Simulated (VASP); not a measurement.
## SrO (strained rocksalt): one r²SCAN single-point calculation in two programs

```yaml
crystal:
  lattice:
    - [0.11501, 2.59171, 2.59171]
    - [2.59171, 0.11501, 2.59171]
    - [2.59171, 2.59171, 0.11501]
  atoms:
    - { symbol: Sr, position: [0.00000, 0.00000, 0.00000] }
    - { symbol: O, position: [0.50000, 0.50000, 0.50000] }
```

Datasets and cutoffs are each program's own. VASP's cell holds 16 valence electrons and Ansatz's 16. Ansatz's stress includes a Pulay correction; VASP's doesn't.

Cutoffs: 520 eV in VASP, 500 eV in Ansatz. k meshes: 8×8×8 and 8×8×8.

```
                              VASP   Ansatz
gap between bands v and c  3.62 eV  3.68 eV
         least direct gap  3.69 eV  3.73 eV
                 pressure  6.2 GPa  5.6 GPa
```

Band v is the last that the valence electrons fill when counted band by band, and c is the next. Levels in eV from the top of v, Ansatz:

```json
{"point": "Γ", "v−1": "0.00", "v": "0.00", "c": "4.87", "c+1": "6.40"}
{"point": "X", "v−1": "-0.14", "v": "-0.05", "c": "3.68", "c+1": "8.79"}
{"point": "K", "v−1": "-0.53", "v": "-0.45", "c": "5.14", "c+1": "8.85"}
{"point": "L", "v−1": "-1.03", "v": "-1.03", "c": "7.06", "c+1": "9.26"}
{"point": "W", "v−1": "-0.47", "v": "-0.37", "c": "6.53", "c+1": "6.74"}
```

VASP:

| point | v−1 | v | c | c+1 |
| --- | --- | --- | --- | --- |
| Γ | 0.00 | 0.00 | 4.85 | 6.34 |
| X | -0.16 | -0.06 | 3.62 | 8.73 |
| K | -0.55 | -0.49 | 5.10 | 8.83 |
| L | -1.06 | -1.06 | 7.02 | 9.31 |
| W | -0.50 | -0.40 | 6.50 | 6.71 |
